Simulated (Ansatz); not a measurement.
# Could GaP exist in this structure?

Plane-wave DFT in Ansatz with scalar-relativistic PAW potentials. The crystal relaxes under PBE to F-43m with a = 5.505 Å, 20.85 Å³/atom. No spin polarisation.

```yaml
crystal:
  lattice:
    - [0.00000, 2.75254, 2.75254]
    - [2.75254, 0.00000, 2.75254]
    - [2.75254, 2.75254, 0.00000]
  atoms:
    - { symbol: Ga, position: [0.00000, 0.00000, 0.00000] }
    - { symbol: P, position: [0.25000, 0.25000, 0.25000] }
```

Q: Test it against the elements, against displacements at the zone centre and against strain.

A:
- Energy over the elements: -0.432 eV/atom (PBE, standard states in the same functional, gases uncorrected)
- Optical modes at Γ: all 3 real, at 345 cm⁻¹ (PBE, without the LO-TO term)
- Least eigenvalue of the elastic tensor: 65 GPa (PBE)

It passes all three tests. So it is a local minimum against everything tried and bound against the elements. Modes at other wave vectors, other structures and decomposition into other compounds weren't tested here.